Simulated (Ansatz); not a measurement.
# Ruthenium, bcc under PBE: ground state and equation of state

The plan for ruthenium in the bcc structure: relax it, solve it on a dense k-mesh, switch on spin-orbit coupling, then scale the cell to 7 volumes from 88 to 112 % of the relaxed one and try a fit of the equation of state. The k-meshes are 15×15×15 for the relaxation; 24×24×24 for the dense run; 14×14×14 for spin-orbit coupling; 16×16×16 for the volumes.

This is Ru in the bcc structure; at room conditions it is hcp.

Method: DFT PBE, plane waves (420 eV) with PAW, scalar-relativistic, in Ansatz 0.2.0.

**1. The starting structure**

It takes space group Im-3m (No. 229, cubic). Conventional cell: a = 3.004 Å, b = 3.004 Å, c = 3.004 Å, α = 90.00°, β = 90.00°, γ = 90.00°. Around Ru (site symmetry m-3m) lie 8 Ru at 2.60 Å.

As a file:

```xyz
1
Lattice="-1.5020 1.5020 1.5020 1.5020 -1.5020 1.5020 1.5020 1.5020 -1.5020" Properties=species:S:1:pos:R:3 pbc="T T T"
Ru    0.0000    0.0000    0.0000
```

**2. Geometry optimisation**

input.yaml

```yaml
crystal:
  lattice:
    - [-1.5020265709, 1.5020265709, 1.5020265709]
    - [1.5020265709, -1.5020265709, 1.5020265709]
    - [1.5020265709, 1.5020265709, -1.5020265709]
  atoms:
    - { symbol: Ru, position: [0.0, 0.0, 0.0] }
hamiltonian:
  xc: pbe
  pseudopotentials:
    kind: paw
    azcp:
      Ru: "pseudopotentials/Ru.paw.azcp"
basis:
  ecutwfc: 420
  fft_grid_basis: typed
kpoints:
  mp_grid: { grid: [15, 15, 15], shift: [0, 0, 0] }
magnetization:
  spin_polarized: false
scf:
  occupations: { method: fermi_dirac, width: 0.1 }
relax:
  max_steps: 60
  f_tol: 0.01
  cell: {}
```

The run is started by

```console
ansatz run input.yaml --threads 1 --pin off --max-ram 3584MiB --backend cpu --events-out ev --progress --plain --runs-dir out
```

The runs that follow: Single point on a dense mesh; A two-component run at the same geometry; The cell scaled to 88 % of its volume; The cell scaled to 92 % of its volume; The cell scaled to 96 % of its volume; The cell scaled to 100 % of its volume; The cell scaled to 104 % of its volume; The cell scaled to 108 % of its volume; The cell scaled to 112 % of its volume.

**Question.** What will these runs give? Wanted: space group; conventional cell; volume; shortest distance; gap on the mesh; relative to hcp; V₀, B₀, B₀′.

The runs gave:

| quantity | value |
| --- | --- |
| space group (spins left aside) | Im-3m (No. 229) |
| conventional cell | a = 3.055 Å |
| volume | 14.254 Å³/atom |
| shortest distance | 2.646 Å |
| gap on the mesh | none (levels filled in part) |
| relative to hcp | +628 meV/atom |
| V₀, B₀, B₀′ | 14.227 Å³/atom, 280 GPa, 4.8 |

What this shows: The relaxation enlarged the cell by 5.2 % in volume. It lies 628 meV/atom above the element's reference form at the same level (hcp, from a run of its own), so it is far from stable. Levels at the Fermi energy are filled in part, as in a metal. Totals with and without spin-orbit coupling (-1.6 eV/atom apart) can't be read as binding, since the two-component data shift the zero of energy. The fitted modulus is 280 GPa. Relaxation kept the symmetry; phonons were not checked.
